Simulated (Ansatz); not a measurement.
# Sb under changes of volume

One of the cells (26.666 Å³/atom); the others are scaled copies at fixed shape and fractional positions:

```
CELL_PARAMETERS angstrom
0.00000 2.37124 2.37124
2.37124 0.00000 2.37124
2.37124 2.37124 0.00000
ATOMIC_POSITIONS crystal
Sb 0.00000 0.00000 0.00000
```

This isn't the form of Sb at room conditions, which is rhombohedral.

* Program: Ansatz 0.2.0
* Functional: PBEsol
* Potentials or basis: Ansatz PAW earlier set
* Cutoff: 460 eV (not typed: the program's choice for these potentials)
* k mesh: 10 × 10 × 10
* Occupations: fermi-dirac, width 0.05 eV
* Spin: no spin polarisation

| volume (Å³/atom) | energy over the lowest point (meV/atom) | pressure (GPa) |
| --- | --- | --- |
| 25.066 | 9.17 | 2.9 |
| 25.599 | 2.27 | 1.4 |
| 26.133 | 0.00 | 0.0 |
| 26.666 | 1.83 | -1.2 |
| 27.199 | 7.51 | -2.3 |
| 27.733 | ? | ? |
| 28.266 | 29.71 | -4.3 |

Problem. What does the run at 27.733 Å³/atom give?

Solution. Energy over the lowest point 16.88 meV/atom; pressure -3.4 GPa.

Worked out: A Birch-Murnaghan fit of order 3 (a polynomial in V^(-2/3)) to the other rows has its minimum at 26.16 Å³/atom with B0 = V·E''(V) = 61 GPa (rough, since the energies scatter). It gives 16.94 meV/atom at 27.733 Å³/atom, against the run's 16.88, and -dE/dV = -3.3 GPa, against -3.4.

Energies are extrapolated to zero smearing.

Caveats: the PAW data sets come from PBE, with cores solved anew for the run's functional, which leaves a small shift of forces and pressure.
